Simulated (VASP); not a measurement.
Here is a VASP 6.6.1 calculation.

Contents of INCAR:

```
PREC = Accurate ; ENCUT = 520
EDIFF = 1E-6 ; ISMEAR = 0
SIGMA = 0.05 ; LREAL = F
LASPH = T ; NELM = 100
ALGO = Fast ; ISIF = 2
LWAVE = F ; LCHARG = T
ISPIN = 2 ; MAGMOM = 4 0
LORBIT = 11 ; NUPDOWN = 1
LMAXMIX = 4 ; LDAU = T
LDAUTYPE = 2 ; LDAUL = 2 -1
LDAUU = 5 0 ; LDAUJ = 0 0
LDAUPRINT = 1 ; GGA = PS
LELF = T ; LVHAR = T
```

The input KPOINTS:

```
Automatic mesh
0
Gamma
  7 7 7
```

The input POSCAR:

```
MnO
1.0
    0.0000000000      2.4365134300      2.4365134300
    2.4365134300      0.0000000000      2.4365134300
    2.4365134300      2.4365134300      0.0000000000
Mn O
1 1
Direct
    0.0000000000      0.0000000000      0.0000000000
    0.2500000000      0.2500000000      0.2500000000
```

Potentials or basis: VASP PAW PBE potentials, release 64 (Mn_pv, O).

The run is started by

```sh
$ cat potpaw_PBE.64/Mn_pv/POTCAR potpaw_PBE.64/O/POTCAR > POTCAR
$ mpirun -np 1 vasp_std > vasp.out
```

(1) What does it give for the pressure?

## Answers

(1) -24.8 GPa.

Caveat: the moment is held away from its start; the PAW data sets were made with another functional, which shifts forces and pressure a little; the total moment is fixed, so each spin has its own Fermi level; a cell with one magnetic atom can't hold antiferromagnetic order, which such compounds often take.
